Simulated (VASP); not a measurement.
# Si2Ni (Fm-3m) in VASP: settings compared

Aim: see how the results for Si2Ni move with the level of theory and the settings. Levels: rev-vdW-DF2+U, RPBE+U, LDA. Tasks: single point, core levels, equation of state.

Everything below comes from runs of VASP 6.6.1. Logs are shortened: lines on timing, memory, paths and dates and some standing lists are left out, and cuts for length are marked.

## 1. The crystal as given

It takes space group Fm-3m (No. 225, cubic). Conventional cell: a = 5.406 Å, b = 5.406 Å, c = 5.406 Å, α = 90.00°, β = 90.00°, γ = 90.00°. Ni (site symmetry m-3m) has 8 Si at 2.34 Å as nearest neighbours. Si (site symmetry -43m) has 4 Ni at 2.34 Å as nearest neighbours.

## 2. Single point, rev-vdW-DF2+U, collinear spin, random start (volume scaled by 1.25)

The input, INCAR:

```
SYSTEM = Si2Ni
AGGAC = 0.0 ; ALGO = Normal
EDIFF = 1E-7 ; ENCUT = 520
GGA = MK ; ISIF = 2
ISMEAR = -1 ; ISPIN = 2
LASPH = .TRUE. ; LCHARG = .FALSE.
LDAU = .TRUE. ; LDAUJ = 0.5 0
LDAUL = 2 -1 ; LDAUPRINT = 1
LDAUTYPE = 1 ; LDAUU = 8 0
LMAXMIX = 4 ; LORBIT = 11
LREAL = .FALSE. ; LUSE_VDW = .TRUE.
LWAVE = .FALSE. ; MAGMOM = 1.13 -0.16 0.88 -0.42 0 0 0 0 0 0 0 0
NELECT = 72.5 ; NELM = 150
PARAM1 = 0.1234 ; PARAM2 = 0.711357
PREC = Accurate ; SIGMA = 0.1
ZAB_VDW = -1.8867
```

The input, Si2Ni.cif:

```cif
data_Si2Ni
_cell_length_a 5.82343697
_cell_length_b 5.82343697
_cell_length_c 5.82343697
_cell_angle_alpha 90.00000000
_cell_angle_beta 90.00000000
_cell_angle_gamma 90.00000000
_space_group_name_H-M_alt 'Fm-3m'
_space_group_name_Hall '-F 4 2 3'
_space_group_IT_number 225
loop_
_space_group_symop_operation_xyz
'x,y,z'
'-x,-y,-z'
'-y,x,z'
'y,-x,-z'
'-x,-y,z'
'x,y,-z'
'y,-x,z'
'-y,x,-z'
'x,-y,-z'
'-x,y,z'
'-y,-x,-z'
'y,x,z'
'-x,y,-z'
'x,-y,z'
'y,x,-z'
'-y,-x,z'
'z,x,y'
'-z,-x,-y'
'z,-y,x'
'-z,y,-x'
'z,-x,-y'
'-z,x,y'
'z,y,-x'
'-z,-y,x'
'-z,x,-y'
'z,-x,y'
'-z,-y,-x'
'z,y,x'
'-z,-x,y'
'z,x,-y'
'-z,y,x'
'z,-y,-x'
'y,z,x'
'-y,-z,-x'
'x,z,-y'
'-x,-z,y'
'-y,z,-x'
'y,-z,x'
'-x,z,y'
'x,-z,-y'
'-y,-z,x'
'y,z,-x'
'-x,-z,-y'
'x,z,y'
'y,-z,-x'
'-y,z,x'
'x,-z,y'
'-x,z,-y'
'x,y+1/2,z+1/2'
'-x,-y+1/2,-z+1/2'
[... 63 lines left out ...]
'-z+1/2,-x,-y+1/2'
'z+1/2,-y,x+1/2'
'-z+1/2,y,-x+1/2'
'z+1/2,-x,-y+1/2'
'-z+1/2,x,y+1/2'
'z+1/2,y,-x+1/2'
'-z+1/2,-y,x+1/2'
'-z+1/2,x,-y+1/2'
'z+1/2,-x,y+1/2'
'-z+1/2,-y,-x+1/2'
'z+1/2,y,x+1/2'
'-z+1/2,-x,y+1/2'
'z+1/2,x,-y+1/2'
'-z+1/2,y,x+1/2'
'z+1/2,-y,-x+1/2'
'y+1/2,z,x+1/2'
'-y+1/2,-z,-x+1/2'
'x+1/2,z,-y+1/2'
'-x+1/2,-z,y+1/2'
'-y+1/2,z,-x+1/2'
'y+1/2,-z,x+1/2'
'-x+1/2,z,y+1/2'
'x+1/2,-z,-y+1/2'
'-y+1/2,-z,x+1/2'
'y+1/2,z,-x+1/2'
'-x+1/2,-z,-y+1/2'
'x+1/2,z,y+1/2'
'y+1/2,-z,-x+1/2'
'-y+1/2,z,x+1/2'
'x+1/2,-z,y+1/2'
'-x+1/2,z,-y+1/2'
'x+1/2,y+1/2,z'
'-x+1/2,-y+1/2,-z'
'-y+1/2,x+1/2,z'
'y+1/2,-x+1/2,-z'
'-x+1/2,-y+1/2,z'
'x+1/2,y+1/2,-z'
'y+1/2,-x+1/2,z'
'-y+1/2,x+1/2,-z'
'x+1/2,-y+1/2,-z'
'-x+1/2,y+1/2,z'
'-y+1/2,-x+1/2,-z'
'y+1/2,x+1/2,z'
'-x+1/2,y+1/2,-z'
'x+1/2,-y+1/2,z'
'y+1/2,x+1/2,-z'
'-y+1/2,-x+1/2,z'
'z+1/2,x+1/2,y'
'-z+1/2,-x+1/2,-y'
'z+1/2,-y+1/2,x'
'-z+1/2,y+1/2,-x'
'z+1/2,-x+1/2,-y'
'-z+1/2,x+1/2,y'
'z+1/2,y+1/2,-x'
'-z+1/2,-y+1/2,x'
'-z+1/2,x+1/2,-y'
'z+1/2,-x+1/2,y'
'-z+1/2,-y+1/2,-x'
'z+1/2,y+1/2,x'
'-z+1/2,-x+1/2,y'
'z+1/2,x+1/2,-y'
'-z+1/2,y+1/2,x'
'z+1/2,-y+1/2,-x'
'y+1/2,z+1/2,x'
'-y+1/2,-z+1/2,-x'
'x+1/2,z+1/2,-y'
'-x+1/2,-z+1/2,y'
'-y+1/2,z+1/2,-x'
'y+1/2,-z+1/2,x'
'-x+1/2,z+1/2,y'
'x+1/2,-z+1/2,-y'
'-y+1/2,-z+1/2,x'
'y+1/2,z+1/2,-x'
'-x+1/2,-z+1/2,-y'
'x+1/2,z+1/2,y'
'y+1/2,-z+1/2,-x'
'-y+1/2,z+1/2,x'
'x+1/2,-z+1/2,y'
'-x+1/2,z+1/2,-y'
loop_
_atom_site_label
_atom_site_type_symbol
_atom_site_symmetry_multiplicity
_atom_site_Wyckoff_symbol
_atom_site_fract_x
_atom_site_fract_y
_atom_site_fract_z
_atom_site_occupancy
Ni1 Ni 4 a 0.0000000000 0.0000000000 0.0000000000 1
Si1 Si 8 c 0.2500000000 0.2500000000 0.7500000000 1
```

The input, KPOINTS:

```
k-points
0
G
  5 5 5
  0 0 0
```

The input, POSCAR:

```
Ni Si
 1.0000000000000000
     5.8234369700000004    0.0000000000000000    0.0000000000000000
     0.0000000000000000    5.8234369700000004    0.0000000000000000
     0.0000000000000000    0.0000000000000000    5.8234369700000004
 Ni  Si 
   4   8
Cartesian
  0.0000000000000000  0.0000000000000000  0.0000000000000000
  0.0000000000000000  2.9117184850000002  2.9117184850000002
  2.9117184850000002  0.0000000000000000  2.9117184850000002
  2.9117184850000002  2.9117184850000002  0.0000000000000000
  1.4558592425000001  1.4558592425000001  4.3675777275000005
  4.3675777275000005  4.3675777275000005  1.4558592425000001
  4.3675777275000005  1.4558592425000001  4.3675777275000005
  1.4558592425000001  4.3675777275000005  1.4558592425000001
  4.3675777275000005  4.3675777275000005  4.3675777275000005
  1.4558592425000001  1.4558592425000001  1.4558592425000001
  1.4558592425000001  4.3675777275000005  4.3675777275000005
  4.3675777275000005  1.4558592425000001  1.4558592425000001
```

Potentials or basis: VASP PAW PBE potentials, release 64 (Ni, Si).

On the command line:

```sh
ase convert -i cif -o vasp Si2Ni.cif POSCAR
cat potpaw_PBE.64/Ni/POTCAR potpaw_PBE.64/Si/POTCAR > POTCAR
mpirun -np 1 vasp_std > vasp.out
```

OUTCAR:

```text
SYSTEM = Si2Ni
   EDIFF = 1E-7
   ENCUT = 520
   GGA = MK
   ISIF = 2
   ISMEAR = -1
   ISPIN = 2
   LASPH = .TRUE.
   LORBIT = 11
   LREAL = .FALSE.
   NELECT = 72.5
   NELM = 150
   PREC = Accurate

 ion  position               nearest neighbor table
   1  0.000  0.000  0.000-   5 2.52   6 2.52   7 2.52   8 2.52   9 2.52  10 2.52  11 2.52  12 2.52

   2  0.000  0.500  0.500-   5 2.52   6 2.52   7 2.52   8 2.52   9 2.52  10 2.52  11 2.52  12 2.52

   3  0.500  0.000  0.500-   5 2.52   6 2.52   7 2.52   8 2.52   9 2.52  10 2.52  11 2.52  12 2.52
[... 5 lines left out ...]
   6  0.750  0.750  0.250-   1 2.52   2 2.52   3 2.52   4 2.52   8 2.91   9 2.91  12 2.91   9 2.91
                            12 2.91   8 2.91
   7  0.750  0.250  0.750-   1 2.52   2 2.52   3 2.52   4 2.52   5 2.91   9 2.91  12 2.91  12 2.91
                             9 2.91   5 2.91
   8  0.250  0.750  0.250-   1 2.52   2 2.52   3 2.52   4 2.52   6 2.91  10 2.91  11 2.91  11 2.91
                            10 2.91   6 2.91
   9  0.750  0.750  0.750-   1 2.52   2 2.52   3 2.52   4 2.52   6 2.91   7 2.91  11 2.91   6 2.91
                             7 2.91  11 2.91
  10  0.250  0.250  0.250-   1 2.52   2 2.52   3 2.52   4 2.52   5 2.91   8 2.91  12 2.91   5 2.91
                             8 2.91  12 2.91
  11  0.250  0.750  0.750-   1 2.52   2 2.52   3 2.52   4 2.52   5 2.91   8 2.91   9 2.91   8 2.91
                             5 2.91   9 2.91
  12  0.750  0.250  0.250-   1 2.52   2 2.52   3 2.52   4 2.52   6 2.91   7 2.91  10 2.91   7 2.91
                             6 2.91  10 2.91

  LATTYP: Found a simple cubic cell.
 ALAT       =     5.8234369700

  Lattice vectors:

 A1 = (   5.8234369700,   0.0000000000,   0.0000000000)
 A2 = (   0.0000000000,   5.8234369700,   0.0000000000)
 A3 = (   0.0000000000,   0.0000000000,   5.8234369700)

Analysis of symmetry for initial positions (statically):
=====================================================================
 Subroutine PRICEL returns following result:

  LATTYP: Found a face centered cubic cell.
 ALAT       =     5.8234369700

  Lattice vectors:

 A1 = (   2.9117184850,  -2.9117184850,   0.0000000000)
 A2 = (   2.9117184850,   0.0000000000,   2.9117184850)
 A3 = (   0.0000000000,  -2.9117184850,   2.9117184850)

   4 primitive cells build up your supercell.

 Routine SETGRP: Setting up the symmetry group for a
 simple cubic supercell.

 Subroutine GETGRP returns: Found 48 space group operations
 (whereof 48 operations were pure point group operations)
 out of a pool of 48 trial point group operations.

The static configuration has the point symmetry O_h .

Analysis of symmetry for dynamics (positions and initial velocities):
=====================================================================
 Subroutine PRICEL returns following result:

[... 325 lines left out ...]
  o =  0.9216  v =  0.0000  0.0000  0.0000  0.0000  0.0000  0.0000 -0.0000  0.9999  0.0000 -0.0147      0.0000  0.0000  0.0000  0.0000  0.0000  0.0000  0.0000  0.0000  0.0000  0.0000
  o =  0.9216  v =  0.0000 -0.0000  0.9973 -0.0000 -0.0741  0.0000  0.0000  0.0000  0.0000  0.0000      0.0000  0.0000  0.0000  0.0000  0.0000  0.0000  0.0000  0.0000  0.0000  0.0000
  o =  0.9216  v =  0.0000  0.0000  0.0000  0.0000  0.0000  0.0000 -0.0000 -0.0147 -0.0000 -0.9999      0.0000  0.0000  0.0000  0.0000  0.0000  0.0000  0.0000  0.0000  0.0000  0.0000
  o =  0.9216  v =  0.0000  0.0000 -0.0741  0.0000 -0.9973  0.0000  0.0000  0.0000  0.0000  0.0000      0.0000  0.0000  0.0000  0.0000  0.0000  0.0000  0.0000  0.0000  0.0000  0.0000

 number of electron      72.5000029 magnetization       0.0000012

 Free energy of the ion-electron system (eV)
  ---------------------------------------------------
  ext. energy  EPLUGINS =         0.00000000
  ---------------------------------------------------
  free energy    TOTEN  =       -28.16198638 eV

  energy without entropy =      -28.01678216  energy(sigma->0) =      -28.08938427

 E-fermi :   7.0094     XC(G=0): -10.6087

 val. band max:        6.9415871814   @ k =   0.2000   0.4000   0.2000
 cond. band min:       7.1072784910   @ k =   0.4000   0.2000   0.4000
 fundamental gap:      0.1656913096
 Fermi energy:         7.0093522105

 spin component 1

 k-point     1 :       0.0000    0.0000    0.0000
  band No.  band energies     occupation
      1      -4.5489      1.00000
      2      -1.4507      1.00000
      3      -1.4507      1.00000
      4      -1.4507      1.00000
      5       0.4939      1.00000
      6       0.4939      1.00000
[... 2249 lines left out ...]
     43       8.9264      0.00000
     44       8.9264      0.00000

 [... further k-points ...]

------------------------ aborting loop because EDIFF is reached ----------------------------------------

  FORCE on cell =-STRESS in cart. coord.  units (eV):
  Direction    XX          YY          ZZ          XY          YZ          ZX
  --------------------------------------------------------------------------------------
  -------------------------------------------------------------------------------------
  Total      -19.4295621    -19.4295571    -19.4295647      0.0000000      0.0000000      0.0000000
  in kB     -157.6287593   -157.6287190   -157.6287803      0.0000000      0.0000000      0.0000000
  external PRESSURE =    -157.6287529 kB  Pullay stress =       0.0000000 kB

 VOLUME and BASIS-vectors are now :
 -----------------------------------------------------------------------------
  energy-cutoff  :      520.00
  volume of cell :      197.49
      direct lattice vectors                 reciprocal lattice vectors
     5.823436970  0.000000000  0.000000000     0.171719898  0.000000000  0.000000000
     0.000000000  5.823436970  0.000000000     0.000000000  0.171719898  0.000000000
     0.000000000  0.000000000  5.823436970     0.000000000  0.000000000  0.171719898

 POSITION                                       TOTAL-FORCE (eV/Angst)
 -----------------------------------------------------------------------------------
      0.00000      0.00000      0.00000         0.000000      0.000000      0.000000
      0.00000      2.91172      2.91172         0.000000      0.000000      0.000000
      2.91172      0.00000      2.91172         0.000000      0.000000      0.000000
      2.91172      2.91172      0.00000         0.000000      0.000000      0.000000
      1.45586      1.45586      4.36758         0.000002     -0.000008      0.000001
      4.36758      4.36758      1.45586        -0.000002      0.000008     -0.000001
      4.36758      1.45586      4.36758        -0.000002     -0.000008      0.000001
      1.45586      4.36758      1.45586         0.000002      0.000008     -0.000001
      4.36758      4.36758      4.36758        -0.000002      0.000008      0.000001
      1.45586      1.45586      1.45586         0.000002     -0.000008     -0.000001
      1.45586      4.36758      4.36758         0.000002      0.000008      0.000001
      4.36758      1.45586      1.45586        -0.000002     -0.000008     -0.000001
 -----------------------------------------------------------------------------------
    total drift:                                0.000000      0.000000     -0.000000

  FREE ENERGIE OF THE ION-ELECTRON SYSTEM (eV)
  ---------------------------------------------------
  free  energy   TOTEN  =       -28.1619863826 eV

  energy  without entropy=      -28.0167821616  energy(sigma->0) =      -28.08938427

Total vdW correction in eV:     10.7557694

 total charge

# of ion       s       p       d       tot
------------------------------------------
    1        0.421   0.464   8.833   9.718
    2        0.421   0.464   8.833   9.718
    3        0.421   0.464   8.833   9.718
    4        0.421   0.464   8.833   9.718
    5        0.804   0.703   0.000   1.507
    6        0.804   0.703   0.000   1.507
    7        0.804   0.703   0.000   1.507
    8        0.804   0.703   0.000   1.507
    9        0.804   0.703   0.000   1.507
   10        0.804   0.703   0.000   1.507
   11        0.804   0.703   0.000   1.507
   12        0.804   0.703   0.000   1.507
--------------------------------------------------
tot          8.118   7.480  35.332  50.930

 magnetization (x)

# of ion       s       p       d       tot
------------------------------------------
    1        0.000  -0.000   0.000   0.000
    2       -0.000  -0.000   0.000  -0.000
    3        0.000  -0.000   0.000   0.000
    4       -0.000  -0.000  -0.000  -0.000
    5       -0.000  -0.000   0.000  -0.000
    6       -0.000  -0.000   0.000  -0.000
    7       -0.000  -0.000   0.000  -0.000
    8       -0.000  -0.000   0.000  -0.000
    9       -0.000  -0.000   0.000  -0.000
   10       -0.000  -0.000   0.000  -0.000
   11       -0.000  -0.000   0.000  -0.000
   12       -0.000  -0.000   0.000  -0.000
--------------------------------------------------
tot         -0.000  -0.000   0.000   0.000
```

Run time: 11 min. Hardware: 1 thread of Intel Xeon 6975P-C (Granite Rapids), shared host; peak memory 1.1 GiB.

The run converged, but some of its settings lie outside the range that counts as converged (typed here: NELECT = 72.5), so its numbers aren't taken as properties of the crystal.

What came out:

* Free energy: -28.1620 eV
* Band gap on the k mesh: none (metal or under the smearing width)
* Net moment: 0.00 μB per cell
* Valence electrons inside the program's atomic spheres: Ni 9.72; Si 1.51

Caveat: the cell is charged against a uniform background, so pressure and absolute levels hang on convention; the PAW data sets were made with another functional, which shifts forces and pressure a little; the U is typed as a test and isn't derived for this compound.

(Continued in part 2 of 2.)
